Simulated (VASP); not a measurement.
Write the native input for VASP 6.6.1 that does the following.

| Item | Value |
| --- | --- |
| Task | relaxation of cell and atoms |
| Functional | LDA |
| Potentials or basis | VASP PAW LDA potentials, release 64 (Ca_sv) |
| Cutoff | 600 eV |
| k mesh | 14 × 14 × 14 |
| Occupations | methfessel-paxton, width 0.1 eV |
| Spin | no spin polarisation |
| Further INCAR settings | ALGO = Normal; EDIFF = 1e-06; IBRION = 2; EDIFFG = -0.01; NSW = 90; ISIF = 3 |

The structure of Ca lies in POSCAR:

```
Ca
1.0
    0.0000000000      2.7942000000      2.7942000000
    2.7942000000      0.0000000000      2.7942000000
    2.7942000000      2.7942000000      0.0000000000
Ca
1
Direct
    0.0000000000      0.0000000000      0.0000000000
```

These files were run (other wordings do the same):

INCAR

```
ALGO = Normal
EDIFF = 1E-6
EDIFFG = -0.01
ENCUT = 600
GGA = CA
IBRION = 2
ISIF = 3
ISMEAR = 1
LASPH = True
LCHARG = False
LREAL = False
LWAVE = False
NELM = 80
NSW = 90
PREC = Accurate
SIGMA = 0.1
```

KPOINTS

```
k-points
0
Gamma
  14 14 14
```

Potentials or basis: VASP PAW LDA potentials, release 64 (Ca_sv).

Launch:

```bash
$ cat potpaw_LDA.64/Ca_sv/POTCAR > POTCAR
$ mpirun -np 1 vasp_std > vasp.out
```

It gave:

```
Relaxed volume                         : 38.03 Å³/atom
Relaxed cell                           : a = 3.775 Å, b = 3.775 Å, c = 3.775 Å, α = 60.00°, β = 60.00°, γ = 60.00°
Space group after relaxing (to 0.05 Å) : Fm-3m (No. 225)
Energy gained by relaxing              : 40.6 meV/atom
Ionic steps                            : 4
Pressure after relaxing                : 0.0 GPa
Band gap on the k mesh                 : none (metal or under the smearing width)
```

Caveat: the volume moved by -13 % from the deposited cell, more than functionals usually miss.

Wall time 50 s on 1 thread of Intel(R) Xeon(R) Platinum 8559C (Emerald Rapids) (shared host), peak memory 0.19 GiB.
